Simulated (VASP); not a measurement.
## Ge: relaxation of cell and atoms with PBE+D3(BJ)

Crystal: Ge.

```xyz
2
Lattice="0.0000 2.8289 2.8289 2.8289 0.0000 2.8289 2.8289 2.8289 0.0000" Properties=species:S:1:pos:R:3 pbc="T T T"
Ge    4.2434    4.2434    4.2434
Ge    2.8289    2.8289    2.8289
```

- Program: VASP 6.6.1
- Task: relaxation of cell and atoms
- Functional: PBE
- Dispersion: D3(BJ)
- Potentials or basis: VASP PAW PBE potentials, release 64 (Ge_d)
- Cutoff: 600 eV
- k mesh: 8 × 8 × 8
- Occupations: fermi-dirac, width 0.05 eV
- Spin: no spin polarisation
- Ladder: gaps
- Further INCAR settings: ALGO = Normal; EDIFF = 1e-06; IBRION = 2; EDIFFG = -0.005; NSW = 40; ISIF = 3

- Relaxed volume: 23.15 Å³/atom
- Relaxed cell: a = 4.030 Å, b = 4.030 Å, c = 4.030 Å, α = 60.00°, β = 60.00°, γ = 60.00°
- Space group after relaxing (to 0.05 Å): Fd-3m (No. 227)
- Energy gained by relaxing: 2.3 meV/atom
- Ionic steps: 4
- Pressure after relaxing: 0.0 GPa
- Band gap on the k mesh: none (metal or under the smearing width)
- Dispersion energy per atom: -0.290 eV

The path:
| step | energy change (eV) | largest force (eV/Å) | pressure (GPa) | volume (Å³) |
| --- | --- | --- | --- | --- |
| 1 | 0.0000 | 0.0000 | 1.40 | 45.28 |
| 2 | -0.0041 | 0.0000 | -0.08 | 46.59 |
| 3 | -0.0044 | 0.0000 | -0.18 | 46.43 |
| 4 | -0.0045 | 0.0000 | 0.00 | 46.29 |

Final structure:
```
Ge
1.0
     0.00000    2.84987    2.84987
     2.84987    0.00000    2.84987
     2.84987    2.84987    0.00000
Ge
2
Direct
  0.75000 0.75000 0.75000
  0.50000 0.50000 0.50000
```

Levels at points of the mesh, in eV from the Fermi level:
| k point | band 11 | band 12 | band 13 | band 14 | band 15 | band 16 | band 17 | band 18 |
| --- | --- | --- | --- | --- | --- | --- | --- | --- |
| (0.00, 0.00, 0.00) | -12.61 | -0.17 | -0.01 | -0.01 | -0.01 | 2.54 | 2.54 | 2.54 |
| (0.50, 0.00, 0.00) | -10.58 | -7.50 | -1.38 | -1.38 | 0.11 | 3.73 | 3.73 | 7.11 |
| (0.50, 0.50, 0.00) | -8.81 | -8.81 | -3.00 | -3.00 | 0.77 | 0.77 | 9.33 | 9.33 |

Run time: 87 s on 1 thread of Intel(R) Xeon(R) Platinum 8375C CPU @ 2.90GHz (Ice Lake), with other jobs on the host, peak memory 0.2 GiB.

The cell as given is a measured one (22.64 Å³/atom); PBE+D3(BJ) puts the equilibrium volume +2.2 % from it, thermal expansion not counted.

Caveat: pairwise dispersion overbinds metals, which lowers pressure and volume; this crystal is a semiconductor, whose small gap the functional closes, so the metal is an error of the method.
